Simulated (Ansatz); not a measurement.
## Strain and the gap of Ge (lonsdaleite)

Ge, lonsdaleite, relaxed with r2SCAN in the PAW code Ansatz. The symmetry is P6_3/mmc (No. 194, hexagonal); conventional cell a = 3.998 Å, c = 6.593 Å, 22.81 Å³ an atom. Ge has 4 Ge at 2.45–2.47 Å.

The axes x, y and z are those of this cell:
```
CELL_PARAMETERS angstrom
3.99762 0.00000 0.00000
-1.99881 3.46204 0.00000
0.00000 0.00000 6.59282
ATOMIC_POSITIONS crystal
Ge 0.33333 0.66667 0.00037
Ge 0.66667 0.33333 0.50037
Ge 0.33333 0.66667 0.37463
Ge 0.66667 0.33333 0.87463
```

Unstrained: HSE06 gives a direct gap of 0.380 eV at Γ. Meshes: HSE06 6×6×4. Strains are changes of length per length. After each strain the atoms were relaxed again with r2SCAN within the symmetry that the strain leaves, so tilts or polar shifts that break it weren't tested; points keep the names that they have in the unstrained zone. Calculated for a static, non-magnetic cell.

Changes of the least gap in eV (an overlap counts as a negative gap):
```json
{"strain": "isotropic +5.0 % on every length", "volume change (%)": "+15.8", "space group": "P6_3/mmc", "HSE06": "-0.380"}
{"strain": "uniaxial +3.0 % along x", "volume change (%)": "+3.0", "space group": "Cmcm", "HSE06": "-0.358"}
```

Isotropic +5.0 % on every length. HSE06: gap 0.38 before, 0 after (eV); it has closed.

Uniaxial +3.0 % along x, other directions held. HSE06: the gap goes from 0.380 to 0.022 eV (-0.358 eV); so small a gap is at the limit of these settings; with HSE06 the top three valence levels at Γ, grouped 2+1 from the top over 284 meV, become 1+1+1 over 285 meV.

The runs are scalar-relativistic, without spin-orbit coupling.

The meshes of the hybrids are coarse, so their gaps aren't converged to the digits shown.

The splittings at Γ are without spin-orbit coupling, which regroups them where it is of like size or larger.
